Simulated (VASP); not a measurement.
# PbS: restarted molecular dynamics, 2 variants

PbS, Cmc2_1 (no. 36), 8 atoms in the cell. PBE, molecular dynamics; PAW potentials Pb, S (PBE set).

| Restart from | Temperature at the end (K) | The same without a restart (K) | Potential energy at the end (eV/atom) | The same without a restart (eV/atom) | Electronic steps in the first step after the restart | Time (s) |
|---|---|---|---|---|---|---|
| CONTCAR with velocities, WAVECAR read | 899.0 | 899.0 | -4.24529 | -4.24529 | 4 | 363 |
| CONTCAR with velocities, no WAVECAR | 899.0 | 899.0 | -4.24529 | -4.24529 | 15 | 348 |

Limits: 120 fs of 8 atoms are too short for converged averages; the cell is only 4.1 Å across, so each atom moves in step with near copies of itself.

## Input of the first row

INCAR.step1:
```
  GGA = PE
  PREC = Normal
  ENCUT = 260
  EDIFF = 1E-6
  NELMIN = 4
  NELM = 60
  ALGO = Normal
  LREAL = Auto
  LASPH = True
  ISMEAR = 0
  SIGMA = 0.05
  ISYM = 0
  LWAVE = True
  LCHARG = False
  IBRION = 0
  NSW = 30
  POTIM = 2.0
  TEBEG = 1000
  ISIF = 2
  RANDOM_SEED = 294643 0 0
  MDALGO = 4
  NHC_NCHAINS = 3
  NHC_PERIOD = 30
  KPAR = 2
```

INCAR.step2, as INCAR.step1 but for:
```
- LWAVE = True
+ LWAVE = False
```

KPOINTS:
```
k-points
0
Gamma
  3 2 2
```

POSCAR.step1:
```
PbS
1.0
    4.1138836800      0.0000000000      0.0000000000
    0.0000000000      7.1316585300      0.0000000000
    0.0000000000      0.0000000000      7.5599447400
Pb S
4 4
Direct
    0.0000000000      0.0010316600      0.9867318100
    0.5000000000      0.4989683400      0.4867318100
    0.5000000000      0.5010316600      0.9867318100
    0.0000000000      0.9989683400      0.4867318100
    0.5000000000      0.1671454800      0.1924681900
    0.0000000000      0.3328545200      0.6924681900
    0.0000000000      0.6671454800      0.1924681900
    0.5000000000      0.8328545200      0.6924681900
```

Commands (each step's output is kept before the next begins):
```
cat potpaw_PBE.64/Pb/POTCAR potpaw_PBE.64/S/POTCAR > POTCAR
cp INCAR.step1 INCAR
cp POSCAR.step1 POSCAR
mpirun -np 2 vasp_std > vasp.out
cp CONTCAR POSCAR
cp INCAR.step2 INCAR
mpirun -np 2 vasp_std > vasp.out
```

Changes of the last row against the first:
```
(step 1)
- LWAVE = True
+ LWAVE = False
```

VASP 6.6.1 took 363 s on 2 cores (AMD EPYC 7R43 (Zen 3)), a shared host.
